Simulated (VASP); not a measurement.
Given:

```
NaBr
1.0
    0.00000     2.96009     2.96009
    2.96009     0.00000     2.96009
    2.96009     2.96009     0.00000
Na Br
1 1
Direct
  0.00000   0.00000   0.00000
  0.50000   0.50000   0.50000
```

Calculation: PBEsol GGA, VASP's PBE PAW potentials (set 64) (plane waves; VASP 6.6.1). Numerical set-up: 480 eV cut-off, 8×8×8 Γ-centred mesh, Gaussian smearing of 0.050 eV, potentials Na_pv Br.

Energy and stress use the plane-wave basis of the starting cell.

The ions, cell shape and volume at an external pressure of 30.0 GPa are relaxed. What does this cell relax into?

```
NaBr
1.0
    0.00000     2.54036     2.54036
    2.54036     0.00000     2.54036
    2.54036     2.54036     0.00000
Na Br
1 1
Direct
  0.00000   0.00000   0.00000
  0.50000   0.50000   0.50000
```
Space group Fm-3m (225), at a tolerance of 0.03 Å.

How do energy and volume change from the first to the last step?

The energy (σ→0) changes by +582.7 meV/atom and the volume by -36.8 %, in 7 ionic steps.

The compound is NaBr in the rock salt structure. This run relaxes it under an external pressure of 30 GPa. Symmetry was kept, so distortions that lower it aren't found.
